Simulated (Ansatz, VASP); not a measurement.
One calculation of LiF (Griceite), two programs

```
Li F
1.0
     0.00000    1.99487    1.88016
     1.99487    0.00000    1.88016
     1.99487    1.99487    0.00000
Li F
1 1
Direct
  0.00000 0.00000 0.00000
  0.50000 0.50000 0.50000
```

Change from the starting cell: uniaxial_z strain -5.8%.

Alike in both runs: task single point; functional PBE; k mesh 10 × 10 × 10; occupations fermi-dirac, width 0.02 eV; no spin polarisation.

|  | VASP | Ansatz |
| --- | --- | --- |
| version | VASP 6.6.1 | Ansatz 0.2.0 |
| potentials or method | VASP PAW PBE potentials, release 64 (Li_sv, F) | plane waves, PAW |
| plane-wave cutoff (eV) | 520 | 420 |
| valence electrons in the cell | 10 | 10 |

```tsv
	VASP	Ansatz	Ansatz less VASP
gap on the k mesh at the Fermi level (eV)	9.84	9.84	-0.002
```

With one functional, cell and mesh, what is left measures potentials, basis and numerics.

 A k mesh can miss the band edges.
